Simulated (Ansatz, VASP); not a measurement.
## One calculation of PbS, two programs

```
Pb S
1.0
     2.97228   -2.97231   -0.00001
     2.97228    2.97231   -0.00001
    -2.09100    0.00000   22.16883
Pb S
2 2
Direct
  0.73749 0.71732 0.93569
  0.28268 0.26251 0.06431
  0.24025 0.21982 0.94323
  0.78018 0.75975 0.05677
```

Alike in both runs: functional PBE; dispersion D3(BJ); k mesh 6 × 6 × 2; occupations gaussian, width 0.02 eV; no spin polarisation.

Ansatz relaxed the structure, and its values are those at the end. VASP's run is a single point on that final structure, the one shown.

|  | VASP | Ansatz |
| --- | --- | --- |
| version | VASP 6.6.1 | Ansatz 0.2.0 |
| potentials or method | VASP PAW PBE potentials, release 64 (Pb_d, S) | scalar-relativistic, plane waves, PAW |
| plane-wave cutoff (eV) | 520 | 420 |
| valence electrons in the cell | 40 | 40 |

```csv
,VASP,Ansatz,Ansatz less VASP
gap on the k mesh at the Fermi level (eV),2.06,2.06,-0.001
least direct gap on the mesh (eV),2.13,2.13,-0.001
```

Caveats: spin-orbit coupling is left out, which as a rule narrows the gap of such compounds by several tenths of an eV.
